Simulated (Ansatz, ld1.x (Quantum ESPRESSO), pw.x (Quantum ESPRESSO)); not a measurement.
**Which N potential is closest to all-electron in the sc crystal?**

All use PBE, scalar-relativistic, no spin, cutoffs from each file’s atomic test, pw.x 7.5; 17³ k-points, Fermi–Dirac smearing 0.01 Ry. Δ is the rms difference from all-electron LAPW of the E(V) curves that follow from fits to the pressures, over ±6 % in volume. Mesh and smearing are coarse and serve the comparison alone. The files are a selection: those with a ghost or negative overlap were mostly not run, and those with noisy or unconverged pressures or nearly equal Δ are left out. Spin polarisation is left out.

All-electron: a0 = 1.866 Å (V0 = 6.50 Å³/atom), B0 = 181.9 GPa.

(1) Rank them by Δ, smallest first.
A. norm-conserving RRKJ (Kleinman–Bylander form), ld1.x (Quantum ESPRESSO) 7.5, PBE; core [He], reference 2s2 2p3; waves: 2s (bound): rc 1.05 bohr; 2p (bound): rc 1.25 bohr; 3d channel at 0.05 Ry: rc 1.15 bohr; local part: the d channel; core correction: Bessel-smoothed model core inside 1.00 bohr; rho0 0.005.
B. norm-conserving Troullier–Martins (Kleinman–Bylander form), ld1.x (Quantum ESPRESSO) 7.5, PBE; core [He], reference 2s2 2p3; waves: 2s (bound): rc 0.90 bohr; 2p (bound): rc 2.50 bohr; 3d channel at 0.3 Ry: rc 2.60 bohr; local part: all-electron potential smoothed inside 0.85 bohr (lloc = -1); core correction: a·sin(br)/r model core inside 0.55 bohr.
C. norm-conserving Troullier–Martins (Kleinman–Bylander form), ld1.x (Quantum ESPRESSO) 7.5, PBE; core [He], reference 2s2 2p3; waves: 2s (bound): rc 1.05 bohr; 3d channel at 0.45 Ry: rc 1.50 bohr; 2p (bound): rc 1.40 bohr; local part: the p channel; core correction: none.

Results:

(1) A (0.2 meV/atom), C (2.8 meV/atom), B (8.1 meV/atom).
